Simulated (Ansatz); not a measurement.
Sr, 1 atom in the cell. The structure is cubic, space group Fm-3m (No. 225). The conventional cell has a = 6.085 Å, b = 6.085 Å, c = 6.085 Å, α = 90.00°, β = 90.00°, γ = 90.00°. Around Sr (site symmetry m-3m) lie 12 Sr at 4.30 Å. 

```yaml
Program: Ansatz 0.2.0
Task: single point
Functional: r2SCAN
Dispersion: rVV10
Potentials_or_basis: Ansatz PAW
Cutoff: "500 eV (not typed: the program's choice for these potentials)"
k_mesh: 8 × 8 × 8
Occupations: methfessel-paxton, width 0.1 eV
Spin: spin-orbit coupling, no magnetisation
```

Potentials or basis: Ansatz PAW.

Launch:

```sh
$ ansatz run input.yaml --threads 1 --pin off --max-ram 2560MiB --backend cpu --events-out ev --progress --plain --runs-dir out
```

Hardware: 1 thread of Arm Neoverse V1, on a shared host.

Q: Estimate the wall time of this run.

A: Run time: 27 s on 1 thread of Arm Neoverse V1, with other jobs on the host, peak memory 0.61 GiB. Counts: scf iterations 7, plane waves 1459, k points 29, bands 18.
